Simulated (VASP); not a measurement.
# C (P6_3/mmc) in VASP: a series of runs

The runs below take C through relaxation of cell and atoms, with LDA, PBE+D3(BJ).

Everything below comes from runs of VASP 6.6.1. Logs are shortened: lines on timing, memory, paths and dates and some standing lists are left out, and cuts for length are marked.

## 1. The crystal as given

It takes space group P6_3/mmc (No. 194, hexagonal). The conventional cell has a = 2.467 Å, b = 2.467 Å, c = 7.803 Å, α = 90.00°, β = 90.00°, γ = 120.00°. Around C (site symmetry -6m2) lie 3 C at 1.42 Å. Around C (site symmetry -6m2) lie 3 C at 1.42 Å.

## 2. Relaxation of cell and atoms, LDA

File INCAR:

```
ALGO = Normal ; EDIFF = 1E-6
EDIFFG = -0.01 ; ENCUT = 600
IBRION = 2 ; ISIF = 3
ISMEAR = 0 ; LASPH = T
LCHARG = F ; LREAL = F
LWAVE = F ; NELM = 80
NSW = 90 ; PREC = Accurate
SIGMA = 0.03
```

File KPOINTS:

```
k-points
0
Gamma
  15 15 4
```

File POSCAR:

```
C
1.0
    2.4672912616      0.0000000000      0.0000000000
   -1.2336456308      2.1367369111      0.0000000000
    0.0000000000      0.0000000000      7.8030730000
C
4
Direct
    0.0000000000      0.0000000000      0.2500000000
    0.0000000000      0.0000000000      0.7500000000
    0.3333333300      0.6666666700      0.2500000000
    0.6666666700      0.3333333300      0.7500000000
```

Potentials or basis: VASP PAW LDA potentials, release 64 (C).

Launch:

```bash
cat potpaw_LDA.64/C/POTCAR > POTCAR
mpirun -np 1 vasp_std > vasp.out
```

OUTCAR:

```text
EDIFF = 1E-6
   EDIFFG = -0.01
   ENCUT = 600
   IBRION = 2
   ISIF = 3
   ISMEAR = 0
   LASPH = T
   LREAL = F
   NELM = 80
   NSW = 90
   PREC = Accurate

 ion  position               nearest neighbor table
   1  0.000  0.000  0.250-   3 1.42   3 1.42   3 1.42
   2  0.000  0.000  0.750-   4 1.42   4 1.42   4 1.42
   3  0.333  0.667  0.250-   1 1.42   1 1.42   1 1.42
   4  0.667  0.333  0.750-   2 1.42   2 1.42   2 1.42

  LATTYP: Found a hexagonal cell.
 ALAT       =     2.4672912616
 C/A-ratio  =     3.1626071561

  Lattice vectors:

 A1 = (   2.4672912616,   0.0000000000,   0.0000000000)
 A2 = (  -1.2336456308,   2.1367369111,   0.0000000000)
 A3 = (   0.0000000000,   0.0000000000,   7.8030730000)

Analysis of symmetry for initial positions (statically):
=====================================================================
 Subroutine PRICEL returns:
 Original cell was already a primitive cell.

 Routine SETGRP: Setting up the symmetry group for a
 hexagonal supercell.

 Subroutine GETGRP returns: Found 24 space group operations
 (whereof 12 operations were pure point group operations)
 out of a pool of 24 trial point group operations.

The static configuration has the point symmetry D_3d.
 The point group associated with its full space group is D_6h.

Analysis of symmetry for dynamics (positions and initial velocities):
=====================================================================
 Subroutine PRICEL returns:
 Original cell was already a primitive cell.

 Routine SETGRP: Setting up the symmetry group for a
 hexagonal supercell.

 Subroutine GETGRP returns: Found 24 space group operations
 (whereof 12 operations were pure point group operations)
 out of a pool of 24 trial point group operations.

The dynamic configuration has the point symmetry D_3d.
 The point group associated with its full space group is D_6h.

 Subroutine INISYM returns: Found 24 space group operations
 (whereof 12 operations are pure point group operations),
 and found     1 'primitive' translations

----------------------------------------------------------------------------------------

                                     Primitive cell

  volume of cell :      41.1374

  direct lattice vectors                    reciprocal lattice vectors
     2.467291262  0.000000000  0.000000000     0.405302777  0.234001667  0.000000000
    -1.233645631  2.136736911  0.000000000     0.000000000  0.468003335  0.000000000
     0.000000000  0.000000000  7.803073000     0.000000000  0.000000000  0.128154639

  length of vectors
     2.467291262  2.467291262  7.803073000     0.468003335  0.468003335  0.128154639

  position of ions in fractional coordinates (direct lattice)
     0.000000000  0.000000000  0.250000000
     0.000000000  0.000000000  0.750000000
     0.333333330  0.666666670  0.250000000
     0.666666670  0.333333330  0.750000000

  ion indices of the primitive-cell ions
   primitive index   ion index
                 1           1
                 2           2
                 3           3
                 4           4

----------------------------------------------------------------------------------------

 KPOINTS: k-points

Automatic generation of k-mesh.
 Grid dimensions read from file:
 generate k-points for:   15   15    4

 Generating k-lattice:

  Cartesian coordinates                     Fractional coordinates (reciprocal lattice)
     0.027020185  0.015600111  0.000000000     0.066666667  0.000000000  0.000000000
     0.000000000  0.031200222  0.000000000     0.000000000  0.066666667  0.000000000
     0.000000000  0.000000000  0.032038660     0.000000000  0.000000000  0.250000000

  Length of vectors
     0.031200222  0.031200222  0.032038660

  Shift w.r.t. Gamma in fractional coordinates (k-lattice)
     0.000000000  0.000000000  0.000000000

 Subroutine IBZKPT returns following result:
 ===========================================

 Found     81 irreducible k-points:

 Following reciprocal coordinates:
            Coordinates               Weight
  0.000000  0.000000  0.000000      1.000000
  0.066667  0.000000  0.000000      6.000000
  0.133333  0.000000  0.000000      6.000000
  0.200000  0.000000  0.000000      6.000000
  0.266667  0.000000  0.000000      6.000000
  0.333333  0.000000  0.000000      6.000000
[... 16 lines left out ...]
  0.333333  0.200000  0.000000     12.000000
  0.400000  0.200000  0.000000      6.000000
 [... further k-points ...]
   k-points           NKPTS =     81   k-points in BZ     NKDIM =     81   number of bands    NBANDS=     12
   number of dos      NEDOS =    301   number of ions     NIONS =      4
   total plane-waves  NPLWV =  25600
   dimension x,y,z NGX =    20 NGY =   20 NGZ =   64
   dimension x,y,z NGXF=    40 NGYF=   40 NGZF=  128
   ions per type =               4
   NGX,Y,Z   is equivalent  to a cutoff of  13.48, 13.48, 13.64 a.u.
   NGXF,Y,Z  is equivalent  to a cutoff of  26.95, 26.95, 27.27 a.u.
 SYSTEM =  unknown system
   PREC   = accura    normal or accurate (medium, high low for compatibility)
   ISTART =      0    job   : 0-new  1-cont  2-samecut
   ICHARG =      2    charge: 1-file 2-atom 10-const
   ISPIN  =      1    spin polarized calculation?
   LNONCOLLINEAR =      F non collinear calculations
   LSORBIT =      F    spin-orbit coupling
   LASPH  =      T    aspherical Exc in radial PAW
   ENCUT  =  600.0 eV  44.10 Ry    6.64 a.u.   4.93  4.93 15.58*2*pi/ulx,y,z
   NELM   =     80;   NELMIN=  2; NELMDL= -5     # of ELM steps
   EDIFF  = 0.1E-05   stopping-criterion for ELM
   LREAL  =      F    real-space projection
   EDIFFG = -.1E-01   stopping-criterion for IOM
   NSW    =     90    number of steps for IOM
   IBRION =      2    ionic relax: 0-MD 1-quasi-New 2-CG
   NFREE  =      1    steps in history (QN), initial steepest desc. (CG)
   ISIF   =      3    stress and relaxation
   ISYM   =      2    0-nonsym 1-usesym 2-fastsym
   POTIM  = 0.5000    time-step for ionic-motion
   TEBEG  =    0.0;   TEEND  =   0.0 temperature during run
   PSTRESS=    0.0 pullay stress
   NELECT =      16.0000    total number of electrons
   NUPDOWN=      -1.0000    fix difference up-down
   EMIN   =  10.00;   EMAX   =-10.00  energy-range for DOS
   EFERMI =   0.00;   METHOD = LEGACY
   ISMEAR =     0;   SIGMA  =   0.03  broadening in eV -4-tet -1-fermi 0-gaus
   EFERMI_NEDOS =   21; number of points for ismear=-14 and -15
   IALGO  =     38    algorithm
   IMIX   =      4    mixing-type and parameters
     AMIX     =   0.40;   BMIX     =  1.00
     AMIX_MAG =   1.60;   BMIX_MAG =  1.00
  volume/ion in A,a.u.               =      10.28        69.40
  Fermi-wavevector in a.u.,A,eV,Ry     =   1.195003  2.258229 19.429568  1.428033
  Thomas-Fermi vector in A             =   2.330979
   LORBIT       =      0    0 simple, 1 ext, 2 COOP (PROOUT), +10 PAW based schemes
   GGA     = CA    functional components
   LHFCALC =     F    Hartree Fock is set to
   AEXX    =    0.0000 exact exchange contribution
   IVDW    =     0    specifies the selected vdW correction
   LEPSILON=     F    determine dielectric tensor
   LRPA    =     F    only Hartree local field effects (RPA)
 conjugate gradient relaxation of ions
 non-spin polarized calculation
 Gauss-broadening in eV      SIGMA  =   0.03
  energy-cutoff  :      600.00
  volume of cell :       41.14
 maximum number of plane-waves:      1407
 NGX is ok and might be reduce to    20
   NGX =  9   NGY =  9   NGZ = 31

--------------------------------------- Ionic step        1  -------------------------------------------

 number of electron      16.0000001 magnetization

 Free energy of the ion-electron system (eV)
  ---------------------------------------------------
  ext. energy  EPLUGINS =         0.00000000
  ---------------------------------------------------
  free energy    TOTEN  =       -40.39825675 eV

  energy without entropy =      -40.39788209  energy(sigma->0) =      -40.39806942

 E-fermi :   3.2823     XC(G=0):  -9.7628

 val. band max:        3.2809037743   @ k =   0.3333   0.3333   0.5000
 cond. band min:       3.2826810068   @ k =   0.3333   0.3333   0.2500
 fundamental gap:      0.0017772325
 Fermi energy:         3.2823171587

 k-point     1 :       0.0000    0.0000    0.0000
  band No.  band energies     occupation
      1     -16.0386      2.00000
      2     -15.9470      2.00000
      3      -4.7826      2.00000
      4      -3.8753      2.00000
      5       0.2503      2.00000
      6       0.2503      2.00000
      7       0.2538      2.00000
      8       0.2538      2.00000
      9       6.2458      0.00000
     10      10.4351      0.00000
     11      11.5319      0.00000
     12      11.5439      0.00000
[... 810 lines left out ...]
 k-point    24 :       0.4000    0.2000    0.0000
  band No.  band energies     occupation
      1      -9.9379      2.00000
      2      -9.9039      2.00000
      3      -9.1213      2.00000
      4      -9.0974      2.00000
      5      -5.3322      2.00000
      6      -5.3002      2.00000
      7       1.8836      2.00000
      8       2.1982      2.00000
      9       4.8364      0.00000
     10       4.9764      0.00000
     11      14.4637      0.00000
     12      14.7331      0.00000

 [... further k-points ...]

[... ionic steps 4 to 12 ...]

--------------------------------------- Ionic step       13  -------------------------------------------

 number of electron      16.0000000 magnetization

------------------------ aborting loop because EDIFF is reached ----------------------------------------

  FORCE on cell =-STRESS in cart. coord.  units (eV):
  Direction    XX          YY          ZZ          XY          YZ          ZX
  --------------------------------------------------------------------------------------
  -------------------------------------------------------------------------------------
  Total       -0.0518584     -0.0518584     -0.0310697      0.0000000      0.0000000      0.0000000
  in kB       -2.4248993     -2.4248993     -1.4528199      0.0000000      0.0000000      0.0000000
  external PRESSURE =      -2.1008728 kB  Pullay stress =       0.0000000 kB
[... 61 lines left out ...]
  energy  without entropy=      -40.4704898155  energy(sigma->0) =      -40.47064677

--------------------------------------- Ionic step       15  -------------------------------------------

 number of electron      16.0000000 magnetization

 Free energy of the ion-electron system (eV)
  ---------------------------------------------------
  ext. energy  EPLUGINS =         0.00000000
  ---------------------------------------------------
  free energy    TOTEN  =       -40.47498269 eV

  energy without entropy =      -40.47466819  energy(sigma->0) =      -40.47482544

 E-fermi :   4.8116     XC(G=0): -10.8984

 val. band max:        4.8094271897   @ k =   0.3333   0.3333   0.5000
 cond. band min:       4.8122688846   @ k =   0.3333   0.3333   0.2500
 fundamental gap:      0.0028416949
 Fermi energy:         4.8116203830

 k-point     1 :       0.0000    0.0000    0.0000
  band No.  band energies     occupation
      1     -14.8072      2.00000
      2     -14.4515      2.00000
      3      -3.9803      2.00000
      4      -1.7809      2.00000
      5       1.8315      2.00000
      6       1.8315      2.00000
      7       1.8524      2.00000
      8       1.8524      2.00000
      9       8.7609      0.00000
     10      13.2599      0.00000
     11      13.2599      0.00000
     12      13.3194      0.00000
[... 376 lines left out ...]
  FREE ENERGIE OF THE ION-ELECTRON SYSTEM (eV)
  ---------------------------------------------------
  free  energy   TOTEN  =       -40.4749826877 eV

  energy  without entropy=      -40.4746681918  energy(sigma->0) =      -40.47482544

 reached required accuracy - stopping structural energy minimisation
```

It took 2.4 min on 1 thread of Intel Xeon 6975P-C (Granite Rapids), shared host; peak memory 0.16 GiB.

What came out:

* Free energy: -40.4750 eV
* Relaxed volume: 8.56 Å³/atom
* Relaxed cell: a = 2.446 Å, b = 2.446 Å, c = 6.610 Å, α = 90.00°, β = 90.00°, γ = 120.00°
* Space group after relaxing (to 0.05 Å): P6_3/mmc (No. 194)
* Energy gained by relaxing: 19.2 meV/atom
* Ionic steps: 15
* Pressure after relaxing: 0.0 GPa
* Band gap on the k mesh: none (metal or under the smearing width)

Stress tensor (GPa, compression positive):
```
 0.03  0.00  0.00
 0.00  0.03  0.00
 0.00  0.00 -0.16
```

The path:
```
step  energy change (eV)  largest force (eV/Å)  pressure (GPa)  volume (Å³)
   1              0.0000                0.0000           -6.59        41.14
   2              0.0925                0.0000           15.49        38.66
   3             -0.0205                0.0000           -0.60        40.39
   4             -0.0205                0.0000           -0.48        40.37
   5             -0.0225                0.0000           -0.49        40.19
   6             -0.0285                0.0000           -0.51        39.64
   7             -0.0409                0.0000           -0.57        38.56
   8             -0.0643                0.0000           -0.52        36.38
   9             -0.0578                0.0000            0.73        32.02
  10             -0.0748                0.0000           -0.37        34.93
  11             -0.0764                0.0000           -0.08        33.79
  12             -0.0768                0.0000           -0.16        34.14
  13             -0.0767                0.0000           -0.21        34.26
  14             -0.0725                0.0000            3.40        33.93
  15             -0.0767                0.0000           -0.03        34.25
```

Final structure:
```cif
data_structure
_symmetry_space_group_name_H-M 'P 1'
_symmetry_Int_Tables_number 1
_cell_length_a 2.4458
_cell_length_b 2.4458
_cell_length_c 6.6105
_cell_angle_alpha 90.000
_cell_angle_beta 90.000
_cell_angle_gamma 120.000
_cell_volume 34.25
loop_
_atom_site_label
_atom_site_type_symbol
_atom_site_fract_x
_atom_site_fract_y
_atom_site_fract_z
_atom_site_occupancy
C1 C 0.00000 0.00000 0.25000 1
C2 C 0.00000 0.00000 0.75000 1
C3 C 0.33333 0.66667 0.25000 1
C4 C 0.66667 0.33333 0.75000 1
```

Levels at points of the mesh, in eV from the Fermi level:
```tsv
k point	band 4	band 5	band 6	band 7	band 8	band 9	band 10	band 11	band 12
(0.00, 0.00, 0.00)	-6.59	-2.98	-2.98	-2.96	-2.96	3.95	8.45	8.45	8.51
(0.00, 0.00, 0.50)	-7.81	-2.97	-2.97	-2.97	-2.97	6.73	6.73	8.48	8.48
```

Caveat: the volume moved by over 15 % at a fixed basis, so the end points are rough.

(Part 1 of 2 ends here.)
